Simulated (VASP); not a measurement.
# BN (P1) in VASP: a series of runs, part 2 of 2

VASP 6.6.1.

### Step 3. Single point, PBE

INCAR reads:

```
PREC     = Accurate       # precision mode
ENCUT    = 500            # plane-wave cutoff, eV
EDIFF    = 1E-7           # SCF threshold, eV
ISMEAR   = 0              # smearing method
SIGMA    = 0.02           # smearing width, eV
LREAL    = F              # projectors in reciprocal space
LASPH    = T              # aspherical terms in the spheres
NELM     = 80             # most SCF steps
ALGO     = Normal         # electronic algorithm
ISIF     = 2              # what is computed and relaxed
LWAVE    = F              # write WAVECAR
LCHARG   = F              # write CHGCAR
GGA      = PE             # functional
NBANDS   = 11             # bands
```

KPOINTS reads:

```
Automatic mesh
0
Gamma
  7 7 5
```

POSCAR reads:

```
BN
1.0
    2.5080409239      0.0000000000      0.0000000000
   -1.2467107647      2.1762310413      0.0000000000
   -0.6306650796     -1.0881155206      3.0225400000
N B
1 1
Direct
    0.6685060000      0.3323850000      0.9849990000
    0.9796430000      0.9834990000      0.0018060000
```

Potentials or basis: VASP PAW PBE potentials, release 64 (N_GW, B_GW).

Launch:

```
$ cat potpaw_PBE.64/N_GW/POTCAR potpaw_PBE.64/B_GW/POTCAR > POTCAR
$ mpirun -np 1 vasp_std > vasp.out
```

OUTCAR:

```text
PREC = Accurate
   ENCUT = 500
   EDIFF = 1E-7
   ISMEAR = 0
   LREAL = F
   LASPH = T
   NELM = 80
   ISIF = 2
   GGA = PE

 ion  position               nearest neighbor table
   1  0.669  0.332  0.985-   2 1.40   2 1.43   2 1.52
   2  0.980  0.983  0.002-   1 1.40   1 1.43   1 1.52

  LATTYP: Found a face centered orthorhombic cell.
 ALAT       =     2.5153400000
 B/A-ratio  =     1.7253460765
 C/A-ratio  =     2.4032854405

[... 545 lines left out ...]

 [... further k-points ...]

------------------------ aborting loop because EDIFF is reached ----------------------------------------

  FORCE on cell =-STRESS in cart. coord.  units (eV):
  Direction    XX          YY          ZZ          XY          YZ          ZX
  --------------------------------------------------------------------------------------
  -------------------------------------------------------------------------------------
  Total       -0.3740640      0.8176488      0.7804984     -0.4999174      0.1204953      0.0557800
  in kB      -36.3282739     79.4082674     75.8003011    -48.5508819     11.7022362      5.4172330
  external PRESSURE =      39.6267648 kB  Pullay stress =       0.0000000 kB

 VOLUME and BASIS-vectors are now :
 -----------------------------------------------------------------------------
  energy-cutoff  :      500.00
  volume of cell :       16.50
      direct lattice vectors                 reciprocal lattice vectors
     2.508040924  0.000000000  0.000000000     0.398717577  0.228415773  0.165423783
    -1.246710765  2.176231041  0.000000000     0.000000000  0.459510034  0.165423783
    -0.630665080 -1.088115521  3.022540000     0.000000000  0.000000000  0.330847565

 POSITION                                       TOTAL-FORCE (eV/Angst)
 -----------------------------------------------------------------------------------
      0.64105     -0.34845      2.97720        -1.642100     -2.059289      0.595045
      1.22971      2.13836      0.00546         1.642100      2.059289     -0.595045
 -----------------------------------------------------------------------------------
    total drift:                                0.000428     -0.000052     -0.001052

  FREE ENERGIE OF THE ION-ELECTRON SYSTEM (eV)
  ---------------------------------------------------
  free  energy   TOTEN  =       -17.4272960955 eV

  energy  without entropy=      -17.4272960955  energy(sigma->0) =      -17.42729610
```

OSZICAR:

```text
N       E                     dE             d eps       ncg     rms          rms(c)
DAV:   1     0.319650762628E+02    0.31965E+02   -0.48645E+03  2722   0.741E+02
DAV:   2    -0.175510302434E+02   -0.49516E+02   -0.45526E+02  3077   0.230E+02
DAV:   3    -0.190976904851E+02   -0.15467E+01   -0.15420E+01  3578   0.359E+01
DAV:   4    -0.191059619888E+02   -0.82715E-02   -0.82704E-02  3327   0.296E+00
DAV:   5    -0.191060260196E+02   -0.64031E-04   -0.64030E-04  3683   0.242E-01    0.740E+00
DAV:   6    -0.176059396127E+02    0.15001E+01   -0.49795E+00  3885   0.173E+01    0.264E+00
DAV:   7    -0.174602322506E+02    0.14571E+00   -0.18871E-01  3941   0.392E+00    0.140E+00
DAV:   8    -0.174265274987E+02    0.33705E-01   -0.99092E-02  4069   0.257E+00    0.201E-01
DAV:   9    -0.174272259447E+02   -0.69845E-03   -0.28404E-03  3084   0.497E-01    0.680E-02
DAV:  10    -0.174272825624E+02   -0.56618E-04   -0.32780E-04  3391   0.199E-01    0.135E-02
DAV:  11    -0.174272966317E+02   -0.14069E-04   -0.27089E-05  3049   0.425E-02    0.821E-03
DAV:  12    -0.174272959894E+02    0.64230E-06   -0.36846E-06  3741   0.192E-02    0.103E-03
DAV:  13    -0.174272960960E+02   -0.10658E-06   -0.18099E-07  3102   0.344E-03    0.182E-04
DAV:  14    -0.174272960955E+02    0.42343E-09   -0.38390E-09  1791   0.662E-04
   1 F= -.17427296E+02 E0= -.17427296E+02  d E =-.208776E-33
```

stdout:

```text
POSCAR found type information on POSCAR N B
 POSCAR found :  2 types and       2 ions
 scaLAPACK will be used
 LDA part: xc-table for (Slater+PW92), standard interpolation
 -----------------------------------------------------------------------------
|                                                                             |
|           W    W    AA    RRRRR   N    N  II  N    N   GGGG   !!!           |
|           W    W   A  A   R    R  NN   N  II  NN   N  G    G  !!!           |
|           W    W  A    A  R    R  N N  N  II  N N  N  G       !!!           |
|           W WW W  AAAAAA  RRRRR   N  N N  II  N  N N  G  GGG   !            |
|           WW  WW  A    A  R   R   N   NN  II  N   NN  G    G                |
|           W    W  A    A  R    R  N    N  II  N    N   GGGG   !!!           |
|                                                                             |
|     Your reciprocal lattice and k-lattice belong to different lattice       |
|     classes:                                                                |
|                                                                             |
|        The reciprocal lattice is body-centered orthorhombic,                |
|        whereas your k-lattice is base-centered monoclinic.                  |
|                                                                             |
|     Results are often still useful ...                                      |
|                                                                             |
 -----------------------------------------------------------------------------

 POSCAR, INCAR and KPOINTS ok, starting setup
 FFT: planning ... GRIDC
 FFT: planning ... GRID_SOFT
 FFT: planning ... GRID
 WAVECAR not read
 entering main loop
```

Run time: 11 s. Hardware: 1 thread of Intel Xeon Platinum 8488C (Sapphire Rapids), shared host; peak memory 0.13 GiB.

Results:

```yaml
Free_energy: -17.4273 eV
Pressure: 4.0 GPa
Largest_force: 2.700 eV/Å
Band_gap_on_the_k_mesh: 3.19 eV, indirect (least direct gap 4.85 eV)
```

Forces in eV/Å, atoms in the order of the input:
```
N   -1.642 -2.059  0.595
B    1.642  2.059 -0.595
```

Caveat: the k mesh is coarse (spacing up to 0.44 Å⁻¹), so the values aren't converged; the cutoff is under 1.25 times the usual one of these potentials, so pressure, stress and relaxed cells hold a basis-set (Pulay) error; an odd mesh through Γ misses points on the zone boundary, where band edges often lie; forces of over 1 eV/Å show positions far from the minimum, so gaps and moduli don't describe the material at rest.

### Step 4. Single point, PBE

INCAR reads:

```
  PREC = Accurate
  ENCUT = 500
  EDIFF = 1E-6
  ISMEAR = 0
  SIGMA = 0.02
  LREAL = F
  LASPH = T
  NELM = 80
  ALGO = Normal
  ISIF = 2
  LWAVE = F
  LCHARG = F
  GGA = PE
  NBANDS = 11
```

KPOINTS reads:

```
Automatic mesh
0
Gamma
  6 6 4
```

POSCAR is that of step 3.

Launch:

```
$ cat potpaw_PBE.64/N_GW/POTCAR potpaw_PBE.64/B_GW/POTCAR > POTCAR
$ mpirun -np 1 vasp_std > vasp.out
```

Run time: 6.8 s. Hardware: 1 thread of AMD EPYC 9R45 (Zen 5), shared host; peak memory 0.09 GiB.

Results (log left out):

| Quantity | Value |
| --- | --- |
| Free energy | -17.4268 eV |
| Pressure | 4.0 GPa |
| Largest force | 2.699 eV/Å |
| Band gap on the k mesh | 3.00 eV, indirect (least direct gap 4.52 eV) |

Forces on the atoms (eV/Å):
```
N   -1.640 -2.059  0.595
B    1.640  2.059 -0.595
```

Stress tensor (GPa, compression positive):
```
-3.63 -4.82  0.53
-4.82  7.90  1.15
 0.53  1.15  7.66
```

Levels at points of the mesh, in eV from the valence-band top:
```
           k point  band 2  band 3  band 4  band 5  band 6  band 7
(0.00, 0.00, 0.00)   -3.64   -2.32   -0.70    5.64   10.35   12.45
(0.50, 0.00, 0.00)   -8.94   -4.71   -1.44    5.06    9.60   13.82
(0.00, 0.50, 0.00)   -9.20   -3.96   -0.92    3.94    9.73   14.11
(0.50, 0.50, 0.00)   -9.38   -4.11    0.00    6.37    9.17   12.64
(0.00, 0.00, 0.50)   -6.87   -2.34   -0.74   10.05   10.88   12.43
(0.50, 0.00, 0.50)   -8.95   -4.71   -1.34    4.73    9.65   14.06
(0.00, 0.50, 0.50)   -9.19   -3.96   -1.02    4.16    9.67   13.98
(0.50, 0.50, 0.50)   -8.84   -4.26   -2.06    3.00    9.27   15.65
```

Caveat: the k mesh is coarse (spacing up to 0.52 Å⁻¹), so the values aren't converged; the cutoff is under 1.25 times the usual one of these potentials, so pressure, stress and relaxed cells hold a basis-set (Pulay) error; forces of over 1 eV/Å show positions far from the minimum, so gaps and moduli don't describe the material at rest.

### Step 5. The reference run

An earlier run on the cell as given: functional PBE; potentials or basis VASP PAW PBE potentials, release 64 (N, B); cutoff 520 eV; k mesh 13 × 13 × 9; occupations fermi-dirac, width 0.05 eV; no spin polarisation.

* Pressure: 5.0 GPa
* Largest force: 2.723 eV/Å
* Band gap on the k mesh: 2.84 eV, indirect (least direct gap 4.54 eV)

### Step 6. Summary

```csv
potentials or basis,k mesh,cutoff (eV),smearing,mesh quality,gap on the mesh (eV),pressure (GPa),largest force (eV/Å)
"VASP PAW PBE potentials, release 64 (N_GW, B_GW)",8 × 8 × 6,500,gaussian 0.02 eV,not flagged,2.81,4.0,2.70
"VASP PAW PBE potentials, release 64 (N_GW, B_GW)",7 × 7 × 5,500,gaussian 0.02 eV,coarse,3.19,4.0,2.70
"VASP PAW PBE potentials, release 64 (N_GW, B_GW)",6 × 6 × 4,500,gaussian 0.02 eV,coarse,3.00,4.0,2.70
"VASP PAW PBE potentials, release 64 (N, B)",13 × 13 × 9,520,fermi-dirac 0.05 eV,not flagged,2.84,5.0,2.72
```

Alike in all rows: task single point; level PBE; no spin polarisation; cell as given.

Caveats: some runs use coarse meshes; forces of over 1 eV/Å show positions far from the minimum, so gaps and moduli don't describe the material at rest; the cutoff is under 1.25 times the usual one of these potentials, so pressure, stress and relaxed cells hold a basis-set (Pulay) error (some runs); an odd mesh through Γ misses points on the zone boundary, where band edges often lie (some runs).

Absolute energies hang on the potentials; compare differences alone.
